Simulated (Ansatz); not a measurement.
HfO$_{2}$: do energies and stresses tell the same story?

Method: DFT PBE, scalar-relativistic, plane waves, PAW (Ansatz).

Cutoff 420 eV; k points 6×6×8 on the computed 6-atom cell (Γ-centred); Gaussian smearing, width 0.02 eV; no spin polarisation.

Relaxed cell: P4_2/mnm, a = 4.880 Å, b = 4.880 Å, c = 3.238 Å, α = 90.00°, β = 90.00°, γ = 90.00°, 6 atoms in the primitive cell. This rutile-type form isn't the usual stable structure of the compound.

Energies at zero smearing and pressures from the stress tensor, at volumes with shape and atoms relaxed:
```json
{"V (Å³/atom)": "11.310", "E − E(first) (meV/atom)": "0.00", "P (GPa)": "34.45"}
{"V (Å³/atom)": "11.696", "E − E(first) (meV/atom)": "-69.56", "P (GPa)": "23.67"}
{"V (Å³/atom)": "12.081", "E − E(first) (meV/atom)": "-115.18", "P (GPa)": "14.49"}
{"V (Å³/atom)": "12.467", "E − E(first) (meV/atom)": "-140.36", "P (GPa)": "6.67"}
{"V (Å³/atom)": "12.853", "E − E(first) (meV/atom)": "-148.19", "P (GPa)": "0.01"}
{"V (Å³/atom)": "13.238", "E − E(first) (meV/atom)": "-141.27", "P (GPa)": "-5.62"}
{"V (Å³/atom)": "13.624", "E − E(first) (meV/atom)": "-121.97", "P (GPa)": "-10.32"}
{"V (Å³/atom)": "14.138", "E − E(first) (meV/atom)": "-80.49", "P (GPa)": "-15.34"}
```

**Question.** Check P = −dE/dV between neighbouring volumes, and get the bulk modulus from the pressures alone.

**Answer.** With 1 eV/Å³ = 160.2 GPa:
| middle V (Å³/atom) | −ΔE/ΔV (GPa) | mean P (GPa) |
| --- | --- | --- |
| 11.503 | 28.905 | 29.059 |
| 11.889 | 18.955 | 19.080 |
| 12.274 | 10.464 | 10.578 |
| 12.660 | 3.254 | 3.340 |
| 13.045 | -2.877 | -2.806 |
| 13.431 | -8.020 | -7.971 |
| 13.881 | -12.927 | -12.831 |

The two differ by 0.15 GPa at most. The mean of two end pressures misses the average over a step by about ΔV² P″/12, up to 0.14 GPa here; with that taken off 0.02 GPa remains. Around V = 12.853 Å³/atom, the two neighbours give B = −V ΔP/ΔV = 12.853 × 12.29 / 0.771 = 204.9 GPa, against B0 = 201.9 GPa from the Birch–Murnaghan fit of the energies.

Spin–orbit coupling is left out, which can shift energies with elements as heavy as these.